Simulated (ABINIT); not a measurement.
BeTe:

```
Te Be
1.0
     0.00000    2.77000    2.77000
     2.77000    0.00000    2.77000
     2.77000    2.77000    0.00000
Te Be
1 1
Direct
  0.75000 0.75000 0.75000
  0.00000 0.00000 0.00000
```

Base run:

* Program: ABINIT 10.8.3 (patched build)
* Functional: LDA
* Potentials or basis: JTH PAW LDA v2.0
* Cutoff: 408 eV
* k mesh: 10 × 10 × 10
* Occupations: fermi-dirac, width 0.05 eV
* Spin: no spin polarisation

Its results: band gap on the k mesh 1.76 eV, indirect (least direct gap 3.63 eV).

The run is repeated on the same cell with these changes: k mesh from 10 × 10 × 10 to 5 × 5 × 5. What comes out?

Band gap on the k mesh 1.90 eV, indirect (least direct gap 3.62 eV).

Caveats: spin-orbit coupling is left out, which moves the levels of the heavy elements; an odd mesh through Γ misses points on the zone boundary, where band edges often lie (some runs).
